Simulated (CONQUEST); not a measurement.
## Li2S under changes of volume

One of the cells (15.344 Å³/atom); the others are scaled copies at fixed shape and fractional positions:

```xyz
6
Lattice="4.0227 0.0000 0.0000 0.0000 4.0227 0.0000 0.0000 0.0000 5.6890" Properties=species:S:1:pos:R:3 pbc="T T T"
S     0.0000    0.0000    0.0000
S     2.0114    2.0114    2.8445
Li    0.0000    2.0114    1.4223
Li    2.0114    0.0000    4.2668
Li    0.0000    2.0114    4.2668
Li    2.0114    0.0000    1.4223
```

| Quantity | Value |
| --- | --- |
| Program | CONQUEST 1.3 |
| Functional | PBE |
| Potentials or basis | PseudoDojo NC PBE, DZP, grid of 40 × 40 × 60 points |
| k mesh | 7 × 7 × 5 |
| Occupations | fermi-dirac, width 0.05 eV |
| Spin | no spin polarisation |

```tsv
volume (Å³/atom)	energy over the lowest point (meV/atom)	pressure (GPa)	gap on the mesh (eV)
14.423	?	?	?
14.730	13.63	3.7	3.38
15.037	7.59	2.6	3.39
15.344	3.43	1.7	3.41
15.650	0.94	0.9	3.43
15.957	0.00	0.1	3.44
16.264	0.44	-0.5	3.45
```

**Question.** What does the run at 14.423 Å³/atom give?

**Answer.** Energy over the lowest point 21.68 meV/atom; pressure 4.7 GPa; gap on the mesh 3.36 eV.

Worked out: A Birch-Murnaghan fit of order 3 (a polynomial in V^(-2/3)) to the other rows has its minimum at 16.01 Å³/atom with B0 = V·E''(V) = 37 GPa and B' = 4.0. It gives 21.72 meV/atom at 14.423 Å³/atom, against the run's 21.68, and -dE/dV = 4.8 GPa, against 4.7. A straight line through the other rows of the gap, of slope 0.751 eV per unit of ln V, extrapolates to 3.36 eV, against the run's 3.36.

Energies are extrapolated to zero smearing.

Caveats: an odd mesh through Γ misses points on the zone boundary, where band edges often lie; the basis of atomic orbitals isn't converged, which shifts pressures, moduli and gaps.
